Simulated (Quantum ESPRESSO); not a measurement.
A calculation with Quantum ESPRESSO 7.5 of Sb (native input, structure typed inline):

The input pw.in:

```
&CONTROL
  calculation = 'scf'
  prefix = 'pwscf'
  outdir = './tmp'
  pseudo_dir = './pseudo'
  tprnfor = .true.
  tstress = .true.
  disk_io = 'low'
/
&SYSTEM
  ibrav = 0
  nat = 1
  ntyp = 1
  ecutwfc = 45
  ecutrho = 360
  nbnd = 13
  occupations = 'smearing'
  smearing = 'fd'
  degauss = 0.00367493
/
&ELECTRONS
  conv_thr = 2d-10
  electron_maxstep = 120
  mixing_beta = 0.5
/
ATOMIC_SPECIES
Sb   121.7600 sb_pbesol_v1.4.uspp.F.UPF
CELL_PARAMETERS angstrom
   0.0000000000    2.3712425216    2.3712425216
   2.3712425216    0.0000000000    2.3712425216
   2.3712425216    2.3712425216    0.0000000000
ATOMIC_POSITIONS crystal
Sb     0.0000000000    0.0000000000    0.0000000000
K_POINTS automatic
10 10 10 0 0 0
```

The input pp_density.in:

```
&INPUTPP
  prefix = 'pwscf'
  outdir = './tmp'
  filplot = 'density.dat'
  plot_num = 0
/
&PLOT
  nfile = 1
  filepp(1) = 'density.dat'
  iflag = 3
  output_format = 6
  fileout = 'density.cube'
/
```

Contents of pp_potential.in:

```
&INPUTPP
  prefix = 'pwscf'
  outdir = './tmp'
  filplot = 'potential.dat'
  plot_num = 11
/
&PLOT
  nfile = 1
  filepp(1) = 'potential.dat'
  iflag = 3
  output_format = 6
  fileout = 'potential.cube'
/
```

Potentials or basis: GBRV 1.5 PBEsol.

Run with:

```sh
$ OMP_NUM_THREADS=1 mpirun -n 2 pw.x -nk 2 -in pw.in > pw.out
$ OMP_NUM_THREADS=1 mpirun -n 1 pp.x -in pp_density.in > pp_density.out
$ OMP_NUM_THREADS=1 mpirun -n 1 pp.x -in pp_potential.in > pp_potential.out
```

This isn't the form of Sb at room conditions, which is rhombohedral.

Q: Write the same calculation in another form: ASE script, Cartesian positions.

A: As run:

The input run.py:

```python
import numpy as np
from ase.calculators.espresso import Espresso, EspressoProfile
from ase.io import read

atoms = read('Sb.xyz')

input_data = {
    'control': {'calculation': 'scf', 'prefix': 'pwscf', 'outdir': './tmp', 'tprnfor': True, 'tstress': True, 'disk_io': 'nowf'},
    'system': {'ecutwfc': 45.0, 'ecutrho': 360.0, 'nbnd': 13, 'occupations': 'smearing', 'smearing': 'fd', 'degauss': 0.00367493},
    'electrons': {'conv_thr': 2e-10, 'electron_maxstep': 120, 'mixing_beta': 0.5},
}
pseudopotentials = {'Sb': 'sb_pbesol_v1.4.uspp.F.UPF'}
profile = EspressoProfile(command='mpirun -n 2 pw.x -nk 2', pseudo_dir='pseudo')
dft = Espresso(profile=profile, input_data=input_data, pseudopotentials=pseudopotentials, kpts=(10, 10, 10), koffset=(0, 0, 0))
atoms.calc = dft

print(f'energy {atoms.get_potential_energy():.8f} eV')
print('forces (eV/A)')
print(np.round(atoms.get_forces(), 6))
print('stress (eV/A^3, Voigt)')
print(np.round(atoms.get_stress(), 8))
print(f'Fermi level {dft.get_fermi_level():.4f} eV')
```

File Sb.xyz:

```xyz
1
Lattice="0.0000000000 2.3712425216 2.3712425216 2.3712425216 0.0000000000 2.3712425216 2.3712425216 2.3712425216 0.0000000000" Properties=species:S:1:pos:R:3 pbc="T T T"
Sb     0.0000000000      0.0000000000      0.0000000000
```

Potentials or basis: GBRV 1.5 PBEsol.

Launch:

```console
$ OMP_NUM_THREADS=1 python run.py
```

Both were run:

|  | native input, structure typed inline | ASE script, Cartesian positions |
| --- | --- | --- |
| Pressure | -1.3 GPa | -1.3 GPa |
| Band gap on the k mesh | none (metal or under the smearing width) | none (metal or under the smearing width) |

Keys that steer only the numerical path or the files written may differ.
